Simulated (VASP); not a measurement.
# MnO2 (P-3m1) in VASP: notebook

One crystal, MnO2, is run at these levels: r2SCAN; tasks: single point.

Program: VASP 6.6.1. These are calculated values, not measurements. Logs are shortened: lines on timing, memory, paths and dates and some standing lists are left out, and cuts for length are marked.

**1. The structure**

It takes space group P-3m1 (No. 164, trigonal). Conventional cell: a = 2.857 Å, b = 2.857 Å, c = 4.601 Å, α = 90.00°, β = 90.00°, γ = 120.00°. Around Mn (site symmetry -3m) lie 6 O at 1.90 Å. Around O (site symmetry 3m) lie 3 Mn at 1.90 Å.

Measurements of this composition are mostly on another form, of space group No. 136.

**2. Single point, r2SCAN, collinear spin, ferromagnetic start**

Contents of INCAR:

```
SYSTEM = MnO2
PREC = Accurate ; ENCUT = 460
EDIFF = 1E-6 ; ISMEAR = 0
SIGMA = 0.2 ; LREAL = .FALSE.
LASPH = .TRUE. ; NELM = 100
ALGO = Normal ; ISIF = 2
LWAVE = .FALSE. ; LCHARG = .FALSE.
ISPIN = 2 ; MAGMOM = 4 0 0
LORBIT = 11 ; LMAXMIX = 4
METAGGA = R2SCAN ; LMIXTAU = .TRUE.
ADDGRID = .FALSE.
```

Contents of KPOINTS:

```
Automatic mesh
0
G
  8 8 4
  0 0 0
```

Contents of POSCAR:

```
MnO2
1.0
    2.8565781804      0.0000000000      0.0000000000
   -1.4282890902      2.4738692722      0.0000000000
    0.0000000000      0.0000000000      4.6013740589
Mn O
1 2
Direct
    0.0186700000     -0.0033200000      0.4886240000
    0.3165570000      0.6444560000      0.7182440000
    0.6490790000      0.3390650000      0.3129550000
```

Potentials or basis: VASP PAW PBE potentials, release 64 (Mn_pv, O).

Started as:

```console
cat potpaw_PBE.64/Mn_pv/POTCAR potpaw_PBE.64/O/POTCAR > POTCAR
mpirun -np 1 vasp_std > vasp.out
```

OUTCAR:

```text
SYSTEM = MnO2
   PREC = Accurate
   ENCUT = 460
   EDIFF = 1E-6
   ISMEAR = 0
   LREAL = .FALSE.
   LASPH = .TRUE.
   NELM = 100
   ISIF = 2
   ISPIN = 2
   LORBIT = 11
   METAGGA = R2SCAN

 Found    132 irreducible k-points:

 Following reciprocal coordinates:
            Coordinates               Weight
  0.000000  0.000000  0.000000      1.000000
  0.125000  0.000000  0.000000      2.000000
  0.000000  0.125000  0.000000      2.000000
 -0.125000  0.125000  0.000000      2.000000
  0.250000  0.000000  0.000000      2.000000
  0.000000  0.250000  0.000000      2.000000
   k-points           NKPTS =    132   k-points in BZ     NKDIM =    132   number of bands    NBANDS=     18
   number of dos      NEDOS =    301   number of ions     NIONS =      3
   total plane-waves  NPLWV =  12800
   dimension x,y,z NGX =    20 NGY =   20 NGZ =   32
   dimension x,y,z NGXF=    40 NGYF=   40 NGZF=   64
   ions per type =               1   2
   NGX,Y,Z   is equivalent  to a cutoff of  11.64, 11.64, 11.56 a.u.
   NGXF,Y,Z  is equivalent  to a cutoff of  23.28, 23.28, 23.12 a.u.
 SYSTEM =  MnO2
   PREC   = accura    normal or accurate (medium, high low for compatibility)
   ISTART =      0    job   : 0-new  1-cont  2-samecut
   ICHARG =      2    charge: 1-file 2-atom 10-const
   ISPIN  =      2    spin polarized calculation?
   LNONCOLLINEAR =      F non collinear calculations
   LSORBIT =      F    spin-orbit coupling
   LASPH  =      T    aspherical Exc in radial PAW
   ENCUT  =  460.0 eV  33.81 Ry    5.81 a.u.   5.00  5.00  8.05*2*pi/ulx,y,z
   NELM   =    100;   NELMIN=  2; NELMDL= -5     # of ELM steps
   EDIFF  = 0.1E-05   stopping-criterion for ELM
   LREAL  =      F    real-space projection
   EDIFFG = 0.1E-04   stopping-criterion for IOM
   NSW    =      0    number of steps for IOM
   IBRION =     -1    ionic relax: 0-MD 1-quasi-New 2-CG
   NFREE  =      0    steps in history (QN), initial steepest desc. (CG)
   ISIF   =      2    stress and relaxation
   ISYM   =      2    0-nonsym 1-usesym 2-fastsym
   POTIM  = 0.5000    time-step for ionic-motion
   TEBEG  =    0.0;   TEEND  =   0.0 temperature during run
   PSTRESS=    0.0 pullay stress
   NELECT =      25.0000    total number of electrons
   NUPDOWN=      -1.0000    fix difference up-down
   EMIN   =  10.00;   EMAX   =-10.00  energy-range for DOS
   EFERMI =   0.00;   METHOD = LEGACY
   ISMEAR =     0;   SIGMA  =   0.20  broadening in eV -4-tet -1-fermi 0-gaus
   EFERMI_NEDOS =   21; number of points for ismear=-14 and -15
   IALGO  =     38    algorithm
   IMIX   =      4    mixing-type and parameters
     AMIX     =   0.40;   BMIX     =  1.00
     AMIX_MAG =   1.60;   BMIX_MAG =  1.00
  volume/ion in A,a.u.               =      10.84        73.15
  Fermi-wavevector in a.u.,A,eV,Ry     =   1.499747  2.834111 30.602787  2.249241
  Thomas-Fermi vector in A             =   2.611337
   LORBIT       =     11    0 simple, 1 ext, 2 COOP (PROOUT), +10 PAW based schemes
   METAGGA = R2SCAN    functional components
   LHFCALC =     F    Hartree Fock is set to
   AEXX    =    0.0000 exact exchange contribution
   IVDW    =     0    specifies the selected vdW correction
   LEPSILON=     F    determine dielectric tensor
   LRPA    =     F    only Hartree local field effects (RPA)
 spin polarized calculation
 Gauss-broadening in eV      SIGMA  =   0.20
  energy-cutoff  :      460.00
  volume of cell :       32.52
 maximum number of plane-waves:       746
   NGX =  9   NGY =  9   NGZ = 17

 number of electron      25.0000003 magnetization       3.0000262

 Free energy of the ion-electron system (eV)
  ---------------------------------------------------
  ext. energy  EPLUGINS =         0.00000000
  ---------------------------------------------------
  free energy    TOTEN  =       -32.19339875 eV

  energy without entropy =      -32.19339875  energy(sigma->0) =      -32.19339875

 E-fermi :   3.5935     XC(G=0): -11.5341

 val. band max:        2.6687774379   @ k =  -0.1250   0.1250   0.5000
 cond. band min:       4.4418060375   @ k =   0.0000   0.1250   0.5000
 fundamental gap:      1.7730285996
 Fermi energy:         3.5934583832

 spin component 1

 k-point     1 :       0.0000    0.0000    0.0000
  band No.  band energies     occupation
      1     -49.6703      1.00000
      2     -49.6580      1.00000
      3     -49.6504      1.00000
      4     -17.9750      1.00000
      5     -15.3217      1.00000
      6      -3.8394      1.00000
      7      -3.6494      1.00000
      8      -3.5076      1.00000
      9      -0.3387      1.00000
     10      -0.1686      1.00000
     11       1.5930      1.00000
     12       1.7220      1.00000
     13       1.9622      1.00000
     14       2.2463      1.00000
     15       5.8659      0.00000
     16       6.3108      0.00000
     17      10.5514      0.00000
     18      14.2020      0.00000

 k-point     2 :       0.1250    0.0000    0.0000
  band No.  band energies     occupation
      1     -49.6931      1.00000
      2     -49.6614      1.00000
      3     -49.6504      1.00000
      4     -17.7893      1.00000
      5     -15.3678      1.00000
      6      -3.6834      1.00000
      7      -3.5647      1.00000
      8      -3.3346      1.00000
      9      -0.7591      1.00000
     10      -0.4137      1.00000
     11       1.3085      1.00000
     12       1.7776      1.00000
     13       1.9731      1.00000
     14       2.3957      1.00000
     15       5.5913      0.00000
     16       6.0172      0.00000
     17      11.2351      0.00000
     18      14.9377      0.00000

 k-point     3 :       0.0000    0.1250    0.0000
  band No.  band energies     occupation
      1     -49.6870      1.00000
      2     -49.6669      1.00000
      3     -49.6511      1.00000
      4     -17.7885      1.00000
      5     -15.3700      1.00000
      6      -3.6837      1.00000
      7      -3.5808      1.00000
      8      -3.3349      1.00000
      9      -0.8796      1.00000
     10      -0.1825      1.00000
     11       1.0838      1.00000
     12       1.8105      1.00000
     13       2.1256      1.00000
     14       2.3682      1.00000
     15       5.5686      0.00000
     16       6.0173      0.00000
     17      11.2421      0.00000
     18      14.9360      0.00000

 k-point     4 :      -0.1250    0.1250    0.0000
  band No.  band energies     occupation
      1     -49.6838      1.00000
      2     -49.6694      1.00000
      3     -49.6504      1.00000
      4     -17.7971      1.00000
      5     -15.3625      1.00000
      6      -3.7246      1.00000
      7      -3.5275      1.00000
      8      -3.4578      1.00000
      9      -0.7145      1.00000
     10      -0.3123      1.00000
     11       1.2624      1.00000
     12       1.8453      1.00000
     13       1.9431      1.00000
     14       2.3648      1.00000
     15       5.4480      0.00000
     16       6.2378      0.00000
     17      11.2224      0.00000
     18      14.9511      0.00000

 k-point     5 :       0.2500    0.0000    0.0000
  band No.  band energies     occupation
      1     -49.7515      1.00000
      2     -49.6733      1.00000
      3     -49.6427      1.00000
      4     -17.3312      1.00000
      5     -15.4581      1.00000
      6      -3.7167      1.00000
      7      -2.9510      1.00000
      8      -2.8438      1.00000
      9      -1.6280      1.00000
     10      -0.8657      1.00000
     11       0.9110      1.00000
     12       1.7309      1.00000
     13       1.8483      1.00000
     14       2.2691      1.00000
     15       5.0182      0.00000
     16       5.7923      0.00000
     17      12.7561      0.00000
     18      16.4634      0.00000

 k-point     6 :       0.0000    0.2500    0.0000
  band No.  band energies     occupation
      1     -49.7432      1.00000
      2     -49.6819      1.00000
      3     -49.6423      1.00000
      4     -17.3280      1.00000
      5     -15.4658      1.00000
      6      -3.7496      1.00000
      7      -2.9759      1.00000
      8      -2.8768      1.00000
      9      -1.6390      1.00000
     10      -0.6574      1.00000
     11       0.6550      1.00000
     12       1.7364      1.00000
     13       2.0560      1.00000
     14       2.2850      1.00000
     15       5.0106      0.00000
     16       5.7468      0.00000
     17      12.7653      0.00000
     18      16.4667      0.00000

 [... further k-points ...]

 spin component 2

 k-point     1 :       0.0000    0.0000    0.0000
  band No.  band energies     occupation
      1     -45.6888      1.00000
      2     -45.5595      1.00000
      3     -45.3745      1.00000
      4     -17.8386      1.00000
      5     -15.2818      1.00000
      6      -2.7613      1.00000
      7      -2.6895      1.00000
      8      -2.4046      1.00000
      9       1.3938      1.00000
     10       1.6497      1.00000
     11       1.8681      1.00000
     12       4.4783      0.00000
     13       4.6933      0.00000
     14       6.1493      0.00000
     15       7.5616      0.00000
     16       7.8752      0.00000
     17      11.1170      0.00000
     18      14.8903      0.00000

 k-point     2 :       0.1250    0.0000    0.0000
  band No.  band energies     occupation
      1     -45.7166      1.00000
      2     -45.5697      1.00000
      3     -45.3693      1.00000
      4     -17.6460      1.00000
      5     -15.3293      1.00000
      6      -2.7863      1.00000
      7      -2.4522      1.00000
      8      -2.2849      1.00000
      9       0.7512      1.00000
     10       1.1183      1.00000
     11       1.9928      1.00000
     12       4.6383      0.00000
     13       4.9911      0.00000
     14       6.1200      0.00000
     15       7.3064      0.00000
     16       7.6084      0.00000
     17      11.7561      0.00000
     18      15.6324      0.00000

 k-point     3 :       0.0000    0.1250    0.0000
  band No.  band energies     occupation
      1     -45.7149      1.00000
      2     -45.5716      1.00000
      3     -45.3690      1.00000
      4     -17.6453      1.00000
      5     -15.3315      1.00000
      6      -2.7816      1.00000
      7      -2.4461      1.00000
      8      -2.3041      1.00000
      9       0.5564      1.00000
     10       1.4011      1.00000
     11       1.9514      1.00000
     12       4.4791      0.00000
     13       5.1345      0.00000
     14       6.1310      0.00000
     15       7.2999      0.00000
     16       7.5896      0.00000
     17      11.7620      0.00000
     18      15.6285      0.00000

 k-point     4 :      -0.1250    0.1250    0.0000
  band No.  band energies     occupation
      1     -45.6954      1.00000
      2     -45.5890      1.00000
      3     -45.3692      1.00000
      4     -17.6546      1.00000
      5     -15.3238      1.00000
      6      -2.6854      1.00000
      7      -2.6139      1.00000
      8      -2.3496      1.00000
      9       0.6704      1.00000
     10       1.3569      1.00000
     11       1.9637      1.00000
     12       4.5860      0.00000
     13       4.9835      0.00000
     14       6.1377      0.00000
     15       7.2540      0.00000
     16       7.7717      0.00000
     17      11.7417      0.00000
     18      15.6429      0.00000

 k-point     5 :       0.2500    0.0000    0.0000
  band No.  band energies     occupation
      1     -45.7859      1.00000
      2     -45.5911      1.00000
      3     -45.3564      1.00000
      4     -17.1666      1.00000
      5     -15.4302      1.00000
      6      -2.8160      1.00000
      7      -2.0060      1.00000
      8      -1.8419      1.00000
      9      -0.6224      1.00000
     10       0.5168      1.00000
     11       1.9023      1.00000
     12       4.8338      0.00000
     13       5.3609      0.00000
     14       5.8655      0.00000
     15       6.8881      0.00000
     16       7.3360      0.00000
     17      13.2124      0.00000
     18      17.1831      0.00000

 k-point     6 :       0.0000    0.2500    0.0000
  band No.  band energies     occupation
      1     -45.7816      1.00000
      2     -45.5960      1.00000
      3     -45.3555      1.00000
      4     -17.1640      1.00000
      5     -15.4375      1.00000
      6      -2.8075      1.00000
      7      -2.0811      1.00000
      8      -1.8239      1.00000
      9      -0.7279      1.00000
     10       0.7353      1.00000
     11       1.8697      1.00000
     12       4.6949      0.00000
     13       5.5214      0.00000
     14       5.9320      0.00000
     15       6.8636      0.00000
     16       7.2811      0.00000
     17      13.2121      0.00000
     18      17.1813      0.00000

 [... further k-points ...]

------------------------ aborting loop because EDIFF is reached ----------------------------------------

  FORCE on cell =-STRESS in cart. coord.  units (eV):
  Direction    XX          YY          ZZ          XY          YZ          ZX
  --------------------------------------------------------------------------------------
  -------------------------------------------------------------------------------------
  Total        1.2446588      1.5252452      0.4859481      1.0303298      0.7874611     -1.2417114
  in kB       61.3268266     75.1518803     23.9436323     50.7664110     38.7997820    -61.1816014
  external PRESSURE =      53.4741131 kB  Pullay stress =       0.0000000 kB

 VOLUME and BASIS-vectors are now :
 -----------------------------------------------------------------------------
  energy-cutoff  :      460.00
  volume of cell :       32.52
      direct lattice vectors                 reciprocal lattice vectors
     2.856578180  0.000000000  0.000000000     0.350069187  0.202112539  0.000000000
    -1.428289090  2.473869272  0.000000000     0.000000000  0.404225078  0.000000000
     0.000000000  0.000000000  4.601374059     0.000000000  0.000000000  0.217326387

 POSITION                                       TOTAL-FORCE (eV/Angst)
 -----------------------------------------------------------------------------------
     -1.37021      2.46566      2.24834        -1.795398     -0.172073      3.773479
     -0.01620      1.59430      3.30491         0.106382      0.506553     -1.238139
      1.36986      0.83880      1.44002         1.689015     -0.334480     -2.535340
 -----------------------------------------------------------------------------------
    total drift:                               -0.015355     -0.006283      0.015706

  FREE ENERGIE OF THE ION-ELECTRON SYSTEM (eV)
  ---------------------------------------------------
  free  energy   TOTEN  =       -32.1933987483 eV

  energy  without entropy=      -32.1933987483  energy(sigma->0) =      -32.19339875

 total charge

# of ion       s       p       d       tot
------------------------------------------
    1        0.394   6.484   4.908  11.787
    2        1.597   3.401   0.000   4.998
    3        1.594   3.519   0.000   5.113
--------------------------------------------------
tot          3.585  13.404   4.908  21.898

 magnetization (x)

# of ion       s       p       d       tot
------------------------------------------
    1        0.029   0.040   2.830   2.899
    2        0.005  -0.027   0.000  -0.023
    3        0.004   0.058   0.000   0.062
--------------------------------------------------
tot          0.037   0.071   2.830   2.938
```

Wall time 3.2 min (1 thread of Intel Xeon 6975P-C (Granite Rapids), shared host); peak memory 0.22 GiB.

These settings aren't checked as converged: the numbers below hold their error.

What came out:

| Item | Value |
| --- | --- |
| Free energy | -32.1934 eV |
| Pressure | 5.3 GPa |
| Largest force | 4.182 eV/Å |
| Band gap on the k mesh | 1.77 eV, indirect (least direct gap 1.79 eV) |
| Net moment | 3.00 μB per cell |
| Site moments | Mn +2.90; O -0.02, +0.06 μB |
| Valence electrons inside the program's atomic spheres | Mn 11.79; O 5.00, 5.11 |

Caveat: the cutoff is under 1.25 times the usual one of these potentials, so pressure, stress and relaxed cells hold a basis-set (Pulay) error; the PAW data sets were made with another functional, which shifts forces and pressure a little; a cell with one magnetic atom can't hold antiferromagnetic order, which such compounds often take.

**3. Single point, r2SCAN, collinear spin, ferromagnetic start**

INCAR, as its differences from that of step 2:

```diff
@@ -3,3 +3,3 @@
 EDIFF = 1E-6 ; ISMEAR = 0
-SIGMA = 0.2 ; LREAL = .FALSE.
+SIGMA = 0.01 ; LREAL = .FALSE.
 LASPH = .TRUE. ; NELM = 100
```

KPOINTS is that of step 2.

Contents of POSCAR:

```
MnO2
1.0
    2.8565781804      0.0000000000      0.0000000000
   -1.4282890902      2.4738692722      0.0000000000
    0.0000000000      0.0000000000      4.6013740589
Mn O
1 2
Direct
    0.0000000000      0.0000000000      0.5000000000
    0.3333333333      0.6666666667      0.7062925700
    0.6666666667      0.3333333333      0.2937074300
```

Potentials or basis: VASP PAW PBE potentials, release 64 (Mn_pv, O).

Started as:

```console
cat potpaw_PBE.64/Mn_pv/POTCAR potpaw_PBE.64/O/POTCAR > POTCAR
mpirun -np 1 vasp_std > vasp.out
```

Wall time 56 s (1 thread of Intel Xeon 6975P-C (Granite Rapids), shared host); peak memory 0.16 GiB.

These settings aren't checked as converged: the numbers below hold their error.

What came out:

```yaml
Free_energy: -32.5398 eV
Pressure: -0.7 GPa
Largest_force: 0.007 eV/Å
Band_gap_on_the_k_mesh: 1.88 eV, indirect (least direct gap 1.98 eV)
Net_moment: 3.00 μB per cell
Site_moments: Mn +2.93; O +0.01 μB
Valence_electrons_inside_the_program's_atomic_spheres: Mn 11.71; O 5.04
```

Caveat: the cutoff is under 1.25 times the usual one of these potentials, so pressure, stress and relaxed cells hold a basis-set (Pulay) error; the PAW data sets were made with another functional, which shifts forces and pressure a little; a cell with one magnetic atom can't hold antiferromagnetic order, which such compounds often take.

**4. Single point, r2SCAN, collinear spin, ferromagnetic start**

INCAR is that of step 3.

KPOINTS is that of step 3.

Contents of POSCAR:

```
MnO2
1.0
    2.8565781804      0.0000000000      0.0000000000
   -1.4282890902      2.4738692722      0.0000000000
    0.0000000000      0.0000000000      4.6013740589
Mn O
1 2
Direct
    0.0186700000     -0.0033200000      0.4886240000
    0.3165570000      0.6444560000      0.7182440000
    0.6490790000      0.3390650000      0.3129550000
```

Started as:

```console
cat potpaw_PBE.64/Mn_pv/POTCAR potpaw_PBE.64/O/POTCAR > POTCAR
mpirun -np 1 vasp_std > vasp.out
```

It took 3.2 min on 1 thread of Intel Xeon 6975P-C (Granite Rapids), shared host; peak memory 0.22 GiB.

These settings aren't checked as converged: the numbers below hold their error.

Results:

```yaml
Free_energy: -32.1934 eV
Pressure: 5.3 GPa
Largest_force: 4.182 eV/Å
Band_gap_on_the_k_mesh: 1.77 eV, indirect (least direct gap 1.79 eV)
Net_moment: 3.00 μB per cell
Site_moments: Mn +2.90; O -0.02, +0.06 μB
Valence_electrons_inside_the_program's_atomic_spheres: Mn 11.79; O 5.00, 5.11
```

Caveat: the cutoff is under 1.25 times the usual one of these potentials, so pressure, stress and relaxed cells hold a basis-set (Pulay) error; the PAW data sets were made with another functional, which shifts forces and pressure a little; a cell with one magnetic atom can't hold antiferromagnetic order, which such compounds often take.
